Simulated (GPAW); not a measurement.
TiPt3:

```xyz
4
Lattice="3.8970 0.0000 0.0000 0.0000 3.8970 0.0000 0.0000 0.0000 3.8970" Properties=species:S:1:pos:R:3 pbc="T T T"
Pt    1.9485    1.9485    0.0000
Pt    1.9485    0.0000    1.9485
Pt    0.0000    1.9485    1.9485
Ti    0.0000    0.0000    0.0000
```

Base run:

* Program: GPAW 26.7.0
* Functional: LDA
* Potentials or basis: the program's PAW data sets (release 1.2.1) made for this functional
* Cutoff: 600 eV
* Basis: pw
* k mesh: 7 × 7 × 7
* Occupations: fermi-dirac, width 0.05 eV
* Spin: no spin polarisation

Its results: pressure -5.6 GPa.

Problem. The run is repeated on the same cell with these changes: functional from LDA to PBEsol; potentials or basis from the program's PAW data sets (release 1.2.1) made for this functional to PAW data sets generated in the run's folder for this functional. What comes out?

Solution. Pressure 0.4 GPa.

Not every run made on this cell is shown here.
